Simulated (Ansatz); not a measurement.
# NbH2: the cost of one run

Computed with Ansatz 0.2.0 (DFT PBEsol, scalar-relativistic, plane waves, PAW, unless a step's input says otherwise).

2 further runs of the same task are left out: 2 set aside as unsound or not needed.

## Step 1: The starting structure

Symmetry: Fm-3m, No. 225, cubic system. Conventional cell: a = 4.518 Å, b = 4.518 Å, c = 4.518 Å, α = 90.00°, β = 90.00°, γ = 90.00°. Nb (site symmetry m-3m) has 8 H at 1.96 Å in its first shell of neighbours. H (site symmetry -43m) is surrounded by 4 Nb at 1.96 Å.

As a file:

```
CELL_PARAMETERS angstrom
2.25898 2.25898 0.00000
-2.25898 2.25898 0.00000
0.00000 0.00000 4.51795
ATOMIC_POSITIONS crystal
Nb 0.00000 0.00000 0.00000
Nb 0.50000 0.50000 0.50000
H 0.00000 0.50000 0.75000
H 0.50000 0.00000 0.75000
H 0.50000 0.00000 0.25000
H 0.00000 0.50000 0.25000
```

## Step 2: The unstrained reference

Input file input.yaml:

```yaml
crystal:
  lattice:
    - [2.258975808, 2.258975808, 0.0]
    - [-2.258975808, 2.258975808, 0.0]
    - [0.0, 0.0, 4.5179516159]
  atoms:
    - { symbol: Nb, position: [0.0, 0.0, 0.0] }
    - { symbol: Nb, position: [0.5, 0.5, 0.5] }
    - { symbol: H, position: [0.0, 0.5, 0.75] }
    - { symbol: H, position: [0.5, 0.0, 0.75] }
    - { symbol: H, position: [0.5, 0.0, 0.25] }
    - { symbol: H, position: [0.0, 0.5, 0.25] }
basis:
  ecutwfc: 420
kpoints:
  mp_grid: { grid: [12, 12, 8] }
hamiltonian:
  xc: pbesol
scf:
  occupations: { method: gaussian, width: 0.1 }
output:
  forces: true
  stress: true
  eigenvalues: true
  write_density: true
  write_potential: true
  elf: true
  volumetric_format: npy
```

Started as:

```sh
ansatz run input.yaml --threads 1 --pin off --max-ram 2560MiB --backend cpu --events-out ev --progress --plain --runs-dir out
```

Q: Estimate wall time and peak memory on 1 thread of Arm Neoverse V1, shared host.

About 9.1 s, with a peak of 0.38 GiB.
